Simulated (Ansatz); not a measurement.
# HfO2 (Fm-3m) in Ansatz: band structure with B3LYP5

Aim: the band structure of HfO2 with B3LYP5.

Everything below comes from runs of Ansatz 0.2.0. Logs are shortened: lines on timing, memory, paths and dates and some standing lists are left out, and cuts for length are marked.

## (1) Starting point

The structure is cubic, space group Fm-3m (No. 225). Conventional cell: a = 5.115 Å, b = 5.115 Å, c = 5.115 Å, α = 90.00°, β = 90.00°, γ = 90.00°. Hf (site symmetry m-3m) is surrounded by 8 O at 2.21 Å. Around O (site symmetry -43m) lie 4 Hf at 2.21 Å.

Measurements of this composition are mostly on another form, of space group No. 14.

## (2) Band structure, B3LYP5

input.yaml

```yaml
crystal:
  lattice:
    - [0.0, 2.5575, 2.5575]
    - [2.5575, 0.0, 2.5575]
    - [2.5575, 2.5575, 0.0]
  atoms:
    - { symbol: Hf, position: [0.0, 0.0, 0.0] }
    - { symbol: O, position: [0.75, 0.75, 0.75] }
    - { symbol: O, position: [0.25, 0.25, 0.25] }
hamiltonian:
  xc: b3lyp5
  pseudopotentials: { kind: paw }
kpoints:
  mp_grid: { grid: [5, 5, 5] }
  band_path:
    path:
      - [[0.0, 0.0, 0.0], [0.5, 0.0, 0.5], [0.5, 0.25, 0.75], [0.375, 0.375, 0.75], [0.0, 0.0, 0.0], [0.5, 0.5, 0.5], [0.625, 0.25, 0.625], [0.5, 0.25, 0.75], [0.5, 0.5, 0.5], [0.375, 0.375, 0.75]]
      - [[0.625, 0.25, 0.625], [0.5, 0.0, 0.5]]
    npoints: 4
scf:
  occupations: { method: fermi_dirac, width: 0.05 }
  n_extra_bands: 7
output:
  forces: true
  stress: true
  eigenvalues: true
  fatbands: false
```

Potentials or basis: Ansatz PAW.

On the command line:

```bash
ansatz run input.yaml --threads 2 --pin off --max-ram 5632MiB --backend cpu --events-out ev --progress --plain --runs-dir out
```

The log of the run:

```text
Warning: output.stress: scf.convergence.dr2_threshold = 1e-7 eV (the SCF's general default) is looser than the 3e-10 eV advised for a printed stress (1e-10 eV for each atom of the cell: 3). What an SCF threshold leaves in a stress goes as its square root, and in the free energy as the threshold itself, and one threshold admits the most on a small cell: of the crystals measured, under no hybrid functional and no lock of the moments, on runs that ended without the residual-converged pass, on stresses that held no estimate of that error, the worst erred by over 100 MPa in a component at 1e-7 eV an atom and by under 5 at 1e-10. Set scf.convergence.dr2_threshold to 3e-10 eV or tighter. The threshold is an SCF's pass mark: one that does not reach it within its budget of iterations ends unconverged, or closes short of it on a stop that the run arms, and scf.convergence.dr2_threshold's page says what that costs each kind of run
Warning: output.stress: scf.exx.energy_threshold = 1e-6 eV is looser than the 3e-8 eV advised for a stress under a hybrid functional (1e-8 eV for each atom of the cell: 3). Every SCF of the exchange loop can meet its threshold on dr2 while the loop round them stops early: no threshold on dr2 bounds what that leaves in the stress. Set scf.exx.energy_threshold to 3e-8 eV or tighter. The threshold is the loop's pass mark: a loop that does not reach it within its budget of cycles ends unconverged, and scf.exx.energy_threshold's page has the law
Warning: RAYON_NUM_THREADS=2 ignored (pool sized by the plan → 2); use --threads N
scf.n_extra_bands = 7 over 19 filled bands (N_el = 38.0): the run solves 26 bands
Engine: ansatz 0.2.0, aarch64-unknown-linux-gnu
Pseudopotentials: kind: paw
Pseudopotential: Hf, paw, valence charge 26, recommended cutoff 420 eV (normal), Hf.paw.azcp
Pseudopotential: O, paw, valence charge 6, recommended cutoff 420 eV (normal), O.paw.azcp
Functional definition: B3LYP5
  parameter a0 = 0.2
  parameter ax = 0.72
  parameter ac = 0.81
  exchange = (1 - a0 - ax)*slater_x + ax*b88_x + a0*exact_x
  correlation = (1 - ac)*vwn5_c + ac*lyp_c
Crystal: 3 atoms, lattice volume = 33.456 Å³
Basis set: ecut = 420 eV, 645 PW (Γ), exchange–correlation on 50×50×50 points (8 copies of the dense FFT grid, shifted against one another)
Bands: 26, of which v1, the nominal top of the filled ones, is band 19 counted from 1 (18 counted from 0)
Symmetry: 48 space group operations
Space group: Fm-3m (ITA 225), of the structure as read, at distance tolerance 3.2e-5 Å
k-points: 10 of 125
Non-local potential: Hf, projectors of the file, l = 0: 3, l = 1: 2, l = 2: 2, l = 3: 3
Non-local potential: O, projectors of the file, l = 0: 2, l = 1: 2, l = 2: 1
PAW form: soft (Blöchl's): semilocal exchange-correlation on the pseudo side does not see the compensation charge
PAW frozen core: Hf, regenerated for the run's functional, and the local potential with it (the file was generated under x = pbe(κ = 0.804, μ = 0.2195149727645171), c = pbe(β = 0.06672455060314922))
PAW frozen core: O, regenerated for the run's functional, and the local potential with it (the file was generated under x = pbe(κ = 0.804, μ = 0.2195149727645171), c = pbe(β = 0.06672455060314922))
PAW one-centre angular grid: Hf, 590 points (default); XC on 64 Gauss nodes
PAW one-centre angular grid: O, 110 points (default); XC on 64 Gauss nodes
Initial density: superposition of atomic densities (neutral atoms: chi_scale 0, normalization atom), corrected by the library's trained network
Initial wavefunctions: pseudopotential atomic-orbital guess
Functional: x = 0.1 slater + 0.9 b88, c = 0.19 vwn5 + 0.81 lyp, warm-up for x = 0.08 slater + 0.72 b88 + 0.2 exact, c = 0.19 vwn5 + 0.81 lyp
SCF iter   1: F=—  HF=-16869.721159 eV  |F-HF|=—  |Δ(HF+E_count)|=         —  Δρ=2.17e-2  dr2=1.15e-1  ethr=1.77e-3  ⟨swp⟩=6.7  Hψ=997  notcnv=0
preconditioner: auto → none  [insulator: Δε(μ)=4.307 eV  Ē_g=20.232 eV  σ=0.050 eV  W_gap=1.00  n_scr=14 (ndim 8)  ℏωp=38.5 eV  f_vac=0.066  D(μ)=0.00/eV (n_scr^D=0)]
SCF iter   2: F=—  HF=-16869.705896 eV  |F-HF|=—  |Δ(HF+E_count)|=   1.53e-2  Δρ=1.39e-2  dr2=5.84e-2  ethr=3.02e-4  ⟨swp⟩=4.0  Hψ=686  notcnv=0
iter 3 solved again at ethr=8.20e-7 eV; its pass at ethr=1.54e-4 eV (dr2=3.12e-4 eV) is discarded
SCF iter   3: F=-16869.690675 eV  HF=-16869.690728 eV  |F-HF|=5.37e-5  |Δ(HF+E_count)|=   1.52e-2  Δρ=1.52e-3  dr2=3.17e-4  ethr=8.20e-7  ⟨swp⟩=4.0  Hψ=1202  notcnv=0
SCF 1 stopped early in 3 iterations: F = -16869.690675 eV  dr2 = 3.17e-4
Initial density: handed on by an earlier stage of this run
Initial wavefunctions: those handed on with the density
Functional: x = 0.08 slater + 0.72 b88 + 0.2 exact, c = 0.19 vwn5 + 0.81 lyp
Frozen-core exchange: fock
SCF iter   1: F=—  HF=-16868.681276 eV  |F-HF|=—  |Δ(HF+E_count)|=         —  Δρ=1.04e-2  dr2=4.86e-2  ethr=8.35e-6  ⟨swp⟩=5.0  Hψ=1061  notcnv=0
preconditioner: auto → none  [insulator: Δε(μ)=6.162 eV  Ē_g=23.690 eV  σ=0.050 eV  W_gap=1.00  n_scr=14 (ndim 8)  ℏωp=38.5 eV  f_vac=0.071  D(μ)=0.00/eV (n_scr^D=0)]
SCF iter   2: F=—  HF=-16868.644804 eV  |F-HF|=—  |Δ(HF+E_count)|=   3.65e-2  Δρ=7.53e-3  dr2=1.26e-2  ethr=8.35e-6  ⟨swp⟩=4.0  Hψ=886  notcnv=0
SCF iter   3: F=—  HF=-16868.641968 eV  |F-HF|=—  |Δ(HF+E_count)|=   2.84e-3  Δρ=1.99e-3  dr2=2.66e-3  ethr=8.35e-6  ⟨swp⟩=3.8  Hψ=593  notcnv=0
SCF iter   4: F=—  HF=-16868.653440 eV  |F-HF|=—  |Δ(HF+E_count)|=   1.15e-2  Δρ=1.49e-3  dr2=7.51e-4  ethr=3.28e-6  ⟨swp⟩=4.0  Hψ=718  notcnv=0
SCF iter   5: F=—  HF=-16868.652857 eV  |F-HF|=—  |Δ(HF+E_count)|=   5.83e-4  Δρ=6.26e-4  dr2=1.62e-4  ethr=1.84e-6  ⟨swp⟩=3.0  Hψ=520  notcnv=0
SCF iter   6: F=—  HF=-16868.652736 eV  |F-HF|=—  |Δ(HF+E_count)|=   1.21e-4  Δρ=1.52e-4  dr2=1.58e-5  ethr=2.91e-7  ⟨swp⟩=3.0  Hψ=530  notcnv=0
SCF iter   7: F=-16868.652818 eV  HF=-16868.652817 eV  |F-HF|=3.15e-7  |Δ(HF+E_count)|=   8.16e-5  Δρ=1.16e-4  dr2=1.86e-6  ethr=2.46e-8  ⟨swp⟩=4.0  Hψ=768  notcnv=0
SCF 2 stopped early in 7 iterations: F = -16868.652818 eV  dr2 = 1.86e-6
hybrid outer 1: dexx = +1.201e-2 eV, tail = 4.75e-4 eV
Frozen-core exchange: fock
SCF iter   1: F=—  HF=-16868.652585 eV  |F-HF|=—  |Δ(HF+E_count)|=         —  Δρ=1.10e-4  dr2=2.44e-6  ethr=6.25e-6  ⟨swp⟩=2.0  Hψ=520  notcnv=0
preconditioner: auto → none  [insulator: Δε(μ)=5.958 eV  Ē_g=23.510 eV  σ=0.050 eV  W_gap=1.00  n_scr=14 (ndim 8)  ℏωp=38.5 eV  f_vac=0.072  D(μ)=0.00/eV (n_scr^D=0)]
SCF iter   2: F=—  HF=-16868.652587 eV  |F-HF|=—  |Δ(HF+E_count)|=   1.64e-6  Δρ=3.19e-5  dr2=1.09e-7  ethr=6.20e-9  ⟨swp⟩=4.0  Hψ=730  notcnv=0
SCF iter   3: F=—  HF=-16868.652587 eV  |F-HF|=—  |Δ(HF+E_count)|=   6.85e-7  Δρ=8.51e-6  dr2=3.01e-8  ethr=1.69e-10  ⟨swp⟩=4.0  Hψ=785  notcnv=0
SCF iter   4: F=-16868.652587 eV  HF=-16868.652587 eV  |F-HF|=4.98e-9  |Δ(HF+E_count)|=   1.11e-7  Δρ=1.21e-6  dr2=1.74e-9  ethr=6.98e-11  ⟨swp⟩=4.0  Hψ=642  notcnv=0
SCF 3 converged in 4 iterations: F = -16868.652587 eV  dr2 = 1.74e-9
  Residual-converged pass: ⟨swp⟩=2.7  Hψ=445  notcnv=0  max |occ|·‖R‖ = 2.4e-6 eV (tolerance 2.4e-6 eV)  dr2=1.73e-9  dr2_onsite=7.71e-9  max |Δocc| = 0.0e0
hybrid outer 2: dexx = +7.395e-7 eV, tail = 8.03e-8 eV, Δε = 2.08e-3 eV (about 9.82e-5 eV left of the loop's levels)
Frozen-core exchange: fock
SCF iter   1: F=—  HF=-16868.652587 eV  |F-HF|=—  |Δ(HF+E_count)|=         —  Δρ=3.86e-6  dr2=2.13e-9  ethr=1.06e-9  ⟨swp⟩=3.3  Hψ=554  notcnv=0
preconditioner: auto → none  [insulator: Δε(μ)=5.959 eV  Ē_g=23.510 eV  σ=0.050 eV  W_gap=1.00  n_scr=14 (ndim 8)  ℏωp=38.5 eV  f_vac=0.072  D(μ)=0.00/eV (n_scr^D=0)]
SCF iter   2: F=-16868.652587 eV  HF=-16868.652587 eV  |F-HF|=1.32e-9  |Δ(HF+E_count)|=   3.26e-9  Δρ=9.42e-7  dr2=1.62e-10  ethr=5.57e-12  ⟨swp⟩=4.0  Hψ=639  notcnv=0
SCF 4 converged in 2 iterations: F = -16868.652587 eV  dr2 = 1.62e-10
  Residual-converged pass: ⟨swp⟩=2.0  Hψ=388  notcnv=0  max |occ|·‖R‖ = 2.2e-6 eV (tolerance 2.4e-6 eV)  dr2=1.66e-10  dr2_onsite=2.47e-9  max |Δocc| = 0.0e0
hybrid outer 3: dexx = +1.682e-10 eV, tail = 5.31e-9 eV, Δε = 1.01e-4 eV (about 7.60e-5 eV left of the loop's levels), ΔF = 1.16e-18 eV/Å (tail 4.17e-4)
NSCF: frozen V_eff on 42 k-points
hybrid SCF converged: 3 outer / 13 inner (+3 warm-up), last move |dexx| = 1.68e-10 eV, tail = 5.31e-9 eV
Stability not checked: this state was not tested for a lower state beside it, because the functional holds exact exchange (a hybrid, or Hartree-Fock), whose exchange loop this test does not read (fock_operator; see scf.lower_state_search)
Free energy (F): -16868.652587 eV
Frozen-core exchange: fock
Harris-Foulkes:  -16868.652587 eV  (|F-HF|=1.32e-9)
Internal energy: -16868.652587 eV  (E = F + TS)
E sigma→0 (E₀):  -16868.652587 eV
Fermi energy:    17.434744 eV
--- Per-component energies (eV) ---
  E_band       = -51.772573
  E_kinetic    = 768.738518
  E_local      = -5806.678442  (includes V_loc(G=0)·N_el)
  E_nonlocal   = -1158.911919
  E_hartree    = 2655.682725
  E_xc         = -361.946421
  E_vxc        = -365.370024  (∫ρ·V_xc dr)
  E_exx        = -136.278569  (= α·E_x^exact, valence–valence)
  E_paw        = -7188.276291  (= ΣΔE_a)
  E_vpaw       = 1471.636730  (= ΣTr[D̂ρ^β])
  E_aug_tail   = 0.005057  (compensation charges beyond the density's cutoff)
  E_ewald      = -5642.107159
  E_core_change = 1.119912  (= ΣΔE_core)
  E_smearing   = -0.000000  (= −TS)
  E_closure    = 0.000000  (closes the sum)
  Σ components = -16868.652587   (vs F -16868.652587, Δ=3.64e-12)
--- Forces (eV/Å), atoms counted from 1 ---
  atom   1  Hf    -0.00000000     0.00000000    -0.00000000
  atom   2  O     -0.00000000     0.00000000    -0.00000000
  atom   3  O     -0.00000000    -0.00000000    -0.00000000
  max |Σ_I F_I| component: 5.78e-19 eV/Å
--- Stress (GPa, compression-positive) ---
       -2.267591       0.000000       0.000000
        0.000000      -2.267591      -0.000000
       -0.000000       0.000000      -2.267591
  P = ⅓ Tr σ = -2.2676 GPa (-22.676 kbar)
--- Band table (eV; the first three rows and the last of 10) ---
  k-point 0: bands = ["-48.8113", "-16.1855", "-16.1855", "-16.1855", "-5.2405", "-2.4524", "1.3185", "1.3185", "1.3185", "1.3735", "1.3735", "1.3735", "1.6045", "9.1144", "9.1144", "9.1144", "13.9842", "13.9842", "13.9842", "20.3825", "20.3825", "22.3062", "26.9146", "26.9146", "26.9146", "30.7195"]
  k-point 1: bands = ["-48.8066", "-16.3510", "-16.2043", "-16.2043", "-4.7552", "-2.7435", "1.3242", "1.3242", "1.3289", "1.3643", "1.3643", "1.3737", "1.5020", "9.4892", "9.4892", "10.1150", "12.9709", "13.4025", "13.4025", "20.9256", "20.9256", "23.4630", "25.6713", "26.3376", "26.3376", "29.6715"]
  k-point 2: bands = ["-48.7988", "-16.6008", "-16.2347", "-16.2347", "-4.0843", "-3.0067", "1.3286", "1.3286", "1.3424", "1.3561", "1.3561", "1.3740", "1.4117", "10.1055", "10.1055", "11.5791", "11.6602", "12.7761", "12.7761", "21.1482", "21.1482", "23.2913", "25.8800", "25.8800", "26.0551", "28.8361"]
  k-point 9: bands = ["-48.7941", "-16.5462", "-16.4224", "-16.2974", "-3.3986", "-3.3291", "1.3344", "1.3379", "1.3451", "1.3505", "1.3556", "1.3636", "1.3733", "9.2119", "9.7754", "11.3503", "12.2624", "13.3541", "13.9285", "21.1171", "21.6358", "23.6586", "23.8500", "24.9016", "28.5738", "30.3850"]
```

Run time: 2.1 min. Hardware: 2 threads of Arm Neoverse V2, shared host; peak memory 0.77 GiB.

Results:

```yaml
Free_energy: -16868.6526 eV
Pressure: -2.3 GPa
Band_gap_along_the_path: 5.65 eV, direct
```

Levels at the corners of the path, in eV from the valence-band top:
| point | band 16 | band 17 | band 18 | band 19 | band 20 | band 21 | band 22 | band 23 |
| --- | --- | --- | --- | --- | --- | --- | --- | --- |
| Γ | -5.51 | -0.64 | -0.64 | -0.64 | 5.75 | 5.75 | 7.68 | 12.29 |
| X | -3.61 | -1.62 | -1.62 | 0.00 | 5.65 | 7.41 | 8.41 | 9.96 |
| W | -2.68 | -2.68 | -1.47 | -0.21 | 6.67 | 7.05 | 8.87 | 8.87 |
| K | -3.47 | -2.33 | -1.41 | -0.35 | 6.17 | 7.32 | 8.71 | 9.33 |
| Γ | -5.51 | -0.64 | -0.64 | -0.64 | 5.75 | 5.75 | 7.68 | 12.29 |
| L | -3.21 | -2.79 | -1.92 | -1.92 | 6.47 | 6.47 | 8.77 | 11.07 |
| U | -3.47 | -2.33 | -1.41 | -0.35 | 6.17 | 7.32 | 8.71 | 9.33 |
| W | -2.68 | -2.68 | -1.47 | -0.21 | 6.67 | 7.05 | 8.87 | 8.87 |
| L | -3.21 | -2.79 | -1.92 | -1.92 | 6.47 | 6.47 | 8.77 | 11.07 |
| K | -3.47 | -2.33 | -1.41 | -0.35 | 6.17 | 7.32 | 8.71 | 9.33 |
| U | -3.47 | -2.33 | -1.41 | -0.35 | 6.17 | 7.32 | 8.71 | 9.33 |
| X | -3.61 | -1.62 | -1.62 | 0.00 | 5.65 | 7.41 | 8.41 | 9.96 |

Caveat: the k mesh is coarse (spacing up to 0.43 Å⁻¹), so the values aren't converged, least of all with exact exchange; the pressure holds a Pulay correction of +0.9 GPa for the finite cutoff; spin-orbit coupling is left out, which moves the levels of the heavy elements; the PAW data sets come from PBE, with cores solved anew for the run's functional, which leaves a small shift of forces and pressure; the thresholds are loose for stress.
